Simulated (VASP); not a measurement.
# Ge (Fd-3m) in VASP: a series of runs, part 2 of 2

VASP 6.6.1.

## (3) Band structure, HSE06, spin-orbit coupling, no magnetisation

This run uses another cell than the first one: it holds 2 atoms, not 16.

Contents of POSCAR:

```
Ge                                      
1.0
   -0.0000000000      2.8370028347      2.8370028347
    2.8370028347     -0.0000000000      2.8370028347
    2.8370028347      2.8370028347     -0.0000000000
  Ge            
     2
Direct
     0.0000000000000000    0.0000000000000000    0.0000000000000000
     0.2500000000000000    0.2500000000000000    0.2500000000000000
```

Contents of INCAR.step1:

```
PREC = Accurate
ENCUT = 520
EDIFF = 1E-5
ISMEAR = 0
SIGMA = 0.03
LREAL = F
LASPH = T
NELM = 80
ALGO = Normal
ISIF = 2
LWAVE = T
LCHARG = F
MAGMOM = 0 0 0 0 0 0
LORBIT = 11
LSORBIT = T
GGA_COMPAT = F
NBANDS = 40
KPAR = 4
GGA = PE
```

Contents of INCAR.step2:

```
PREC = Accurate
ENCUT = 520
EDIFF = 1E-7
ISMEAR = 0
SIGMA = 0.03
LREAL = F
LASPH = T
NELM = 80
ALGO = Normal
ISIF = 2
LWAVE = F
LCHARG = F
MAGMOM = 0 0 0 0 0 0
LORBIT = 11
LSORBIT = T
GGA_COMPAT = F
GGA = PE
LHFCALC = T
HFSCREEN = 0.2
PRECFOCK = Fast
NBANDS = 40
KPAR = 4
ISTART = 1
```

Contents of KPOINTS:

```
regular mesh
0
Gamma
  4 4 4
```

Contents of KPOINTS_OPT:

```
explicit points
6
Reciprocal
 0.0000000000  0.0000000000  0.0000000000 1
 0.3750000000  0.3750000000  0.7500000000 1
 0.5000000000  0.5000000000  0.5000000000 1
 0.6250000000  0.2500000000  0.6250000000 1
 0.5000000000  0.2500000000  0.7500000000 1
 0.5000000000  0.0000000000  0.5000000000 1
```

Potentials or basis: VASP PAW PBE potentials, release 64 (Ge_d).

The run is started by

```
> cat potpaw_PBE.64/Ge_d/POTCAR > POTCAR
> cp INCAR.step1 INCAR
> mpirun -np 4 vasp_ncl > vasp.out
> cp INCAR.step2 INCAR
> mpirun -np 4 vasp_ncl > vasp.out
```

Wall time 20 min (4 MPI ranks of Intel Xeon Platinum 8559C (Emerald Rapids), shared host); peak memory 0.38 GiB.

Results (log left out):

```
Free energy                                           : -10.5075 eV
Pressure                                              : 0.4 GPa
Valence electrons inside the program's atomic spheres : Ge 12.43
```

Caveat: the k mesh is coarse (spacing up to 0.48 Å⁻¹), so the values aren't converged, least of all with exact exchange; the PAW data sets were made with another functional, which shifts forces and pressure a little.

## (4) Phonons, PBE

This run uses another cell than the first one: it holds 2 atoms, not 16.

Contents of POSCAR:

```
Ge
1.0
   -0.0000000000      2.8805013358      2.8805013358
    2.8805013358      0.0000000000      2.8805013358
    2.8805013358      2.8805013358      0.0000000000
  Ge
     2
Direct
     1.0000000000000000    1.0000000000000000    1.0000000000000000
     0.2500000000000000    0.2500000000000000    0.2500000000000000
```

Contents of INCAR.step1:

```
ALGO     = Fast           # electronic algorithm
EDIFF    = 1E-8           # SCF threshold, eV
EDIFFG   = -0.002         # ionic threshold
ENCUT    = 600            # plane-wave cutoff, eV
GGA      = PE             # functional
IBRION   = 2              # ionic algorithm
ISIF     = 3              # what is computed and relaxed
ISMEAR   = 0              # smearing method
LASPH    = True           # aspherical terms in the spheres
LCHARG   = False          # write CHGCAR
LREAL    = False          # projectors in reciprocal space
LWAVE    = False          # write WAVECAR
NELM     = 80             # most SCF steps
NSW      = 40             # ionic steps
PREC     = Accurate       # precision mode
SIGMA    = 0.03           # smearing width, eV
```

Contents of INCAR.step2:

```
ALGO     = Fast           # electronic algorithm
EDIFF    = 1E-8           # SCF threshold, eV
ENCUT    = 600            # plane-wave cutoff, eV
GGA      = PE             # functional
IBRION   = 6              # ionic algorithm
ISIF     = 2              # what is computed and relaxed
ISMEAR   = 0              # smearing method
LASPH    = True           # aspherical terms in the spheres
LCHARG   = False          # write CHGCAR
LREAL    = False          # projectors in reciprocal space
LWAVE    = False          # write WAVECAR
NELM     = 80             # most SCF steps
NFREE    = 2            
NSW      = 1              # ionic steps
POTIM    = 0.015          # step
PREC     = Accurate       # precision mode
SIGMA    = 0.03           # smearing width, eV
```

Contents of KPOINTS:

```
k-points
0
Gamma
  10 10 10
```

Potentials or basis: VASP PAW PBE potentials, release 64 (Ge_d).

The run is started by

```
> cat potpaw_PBE.64/Ge_d/POTCAR > POTCAR
> cp INCAR.step1 INCAR
> mpirun -np 1 vasp_std > vasp.out
> cp CONTCAR POSCAR
> cp INCAR.step2 INCAR
> mpirun -np 1 vasp_std > vasp.out
```

OUTCAR:

```text
EDIFF = 1E-8
   ENCUT = 600
   GGA = PE
   IBRION = 6
   ISIF = 2
   ISMEAR = 0
   LASPH = True
   LREAL = False
   NELM = 80
   NFREE = 2
   NSW = 1
   POTIM = 0.015
   PREC = Accurate

 ion  position               nearest neighbor table
   1  0.000  0.000  0.000-   2 2.49   2 2.49   2 2.49   2 2.49
   2  0.250  0.250  0.250-   1 2.49   1 2.49   1 2.49   1 2.49

  LATTYP: Found a face centered cubic cell.
 ALAT       =     5.7603700190

  Lattice vectors:

 A1 = (   0.0000000000,   2.8801850095,   2.8801850095)
 A2 = (   2.8801850095,   0.0000000000,   2.8801850095)
 A3 = (   2.8801850095,   2.8801850095,   0.0000000000)

Analysis of symmetry for initial positions (statically):
=====================================================================
 Subroutine PRICEL returns:
 Original cell was already a primitive cell.

[... 777 lines left out ...]
  Total       -0.0014064      0.0030957      0.0030957      0.0000000     -0.1136195      0.0000000
  in kB       -0.0471565      0.1037948      0.1037948      0.0000000     -3.8095375      0.0000000
  external PRESSURE =       0.0534777 kB  Pullay stress =       0.0000000 kB
[... 17 lines left out ...]
  FREE ENERGIE OF THE ION-ELECTRON SYSTEM (eV)
  ---------------------------------------------------
  free  energy   TOTEN  =        -9.0327839560 eV

  energy  without entropy=       -9.0327365084  energy(sigma->0) =       -9.03276023

 INTERNAL STRAIN TENSORS FROM DISPLACED ATOMS
 ============================================

 INTERNAL STRAIN TENSOR FOR ION    1 for displacements in x,y,z  (eV/Angst):
          X           Y           Z          XY          YZ          ZX
  --------------------------------------------------------------------------------
  x    -0.00000    -0.00000    -0.00000     0.00000     7.57532     0.00000
  y     0.00000     0.00000     0.00000     0.00000     0.00000     7.57532
  z    -0.00000    -0.00000    -0.00000     7.57532     0.00000     0.00000

 INTERNAL STRAIN TENSOR FOR ION    2 for displacements in x,y,z  (eV/Angst):
          X           Y           Z          XY          YZ          ZX
  --------------------------------------------------------------------------------
  x     0.00000     0.00000     0.00000     0.00000    -7.57532     0.00000
  y    -0.00000    -0.00000    -0.00000     0.00000     0.00000    -7.57532
  z     0.00000     0.00000     0.00000    -7.57532     0.00000     0.00000

 Eigenvectors and eigenvalues of the dynamical matrix
 ----------------------------------------------------

   1 f  =    8.100318 THz    50.895796 2PiTHz  270.197509 cm-1    33.500206 meV
             X         Y         Z           dx          dy          dz
      0.000000  0.000000  0.000000     0.000000   -0.707107    0.000000
      1.440093  1.440093  1.440093     0.000000    0.707107    0.000000
[... 21 lines left out ...]
   6 f  =    0.000000 THz     0.000000 2PiTHz    0.000000 cm-1     0.000000 meV
             X         Y         Z           dx          dy          dz
      0.000000  0.000000  0.000000     0.000000    0.000000    0.707107
      1.440093  1.440093  1.440093     0.000000    0.000000    0.707107

 ELASTIC MODULI CONTR FROM IONIC RELAXATION (kBar)
 Direction    XX          YY          ZZ          XY          YZ          ZX
 --------------------------------------------------------------------------------
 XX          -0.0000     -0.0000     -0.0000      0.0000      0.0000     -0.0000
 YY          -0.0000     -0.0000     -0.0000      0.0000      0.0000     -0.0000
 ZZ          -0.0000     -0.0000     -0.0000      0.0000      0.0000     -0.0000
 XY           0.0000      0.0000      0.0000   -197.4021      0.0000      0.0000
 YZ           0.0000      0.0000      0.0000      0.0000   -197.4021      0.0000
 ZX          -0.0000     -0.0000     -0.0000      0.0000      0.0000   -197.4021
 --------------------------------------------------------------------------------
```

It took 9.2 min on 1 thread of Intel Xeon Platinum 8375C at 2.90GHz (Ice Lake), shared host; peak memory 0.4 GiB.

What came out:

```
Highest phonon frequency at Γ : 270 cm⁻¹
```

Phonon frequencies in cm⁻¹ (negative: imaginary):
```
              q point        frequencies
(0.000, 0.000, 0.000)  0 0 0 270 270 270
```
